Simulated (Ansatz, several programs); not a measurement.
InAgTe2 (started from an entry of an open crystallographic database), relaxed with r2SCAN in Ansatz (plane waves, PAW): the symmetry is I-42d (No. 122, tetragonal); a = 6.516 Å, c = 12.847 Å in the conventional setting, 34.09 Å³ an atom. Around In lie 4 Te at 2.82 Å; around Ag lie 4 Te at 2.80 Å; around Te lie 2 Ag at 2.80 Å and 2 In at 2.82 Å. The cell was then scaled with its shape and fractional coordinates held, which makes it stiffer than a relaxed compression. No spin polarisation and no zero-point or thermal motion.

```csv
V (Å³/atom),E (meV/atom)
32.043,18.62
33.066,4.41
34.089,0.00
36.134,14.48
```

Question: Pass a cubic E = c₀ + c₁u + c₂u² + c₃u³, with u = V − 33.833 Å³, through these points.

Answer: c₀ = 0.27, c₁ = -2.088, c₂ = 4.137, c₃ = -0.2369 (meV and Å³).

Question: Where is the minimum, and what bulk modulus follows?

Answer: dE/du = 0 at u = +0.258, so V₀ = 34.09 Å³. B = V₀ d²E/dV² = 34.09 × (2c₂ + 6c₃u) = 34.09 × 7.907 = 270 meV/Å³, and 1 meV/Å³ is 0.16022 GPa: 43 GPa. A third-order Birch-Murnaghan fit to all five points gives 34.10 Å³ and 43 GPa.

Question: Predict the energy and the pressure at the withheld volume, 35.111 Å³.

Answer: With u = +1.278: E ≈ 3.86 meV and P = −dE/dV ≈ -1.17 GPa. The run gives 3.81 meV and, from its stress, -1.17 GPa.
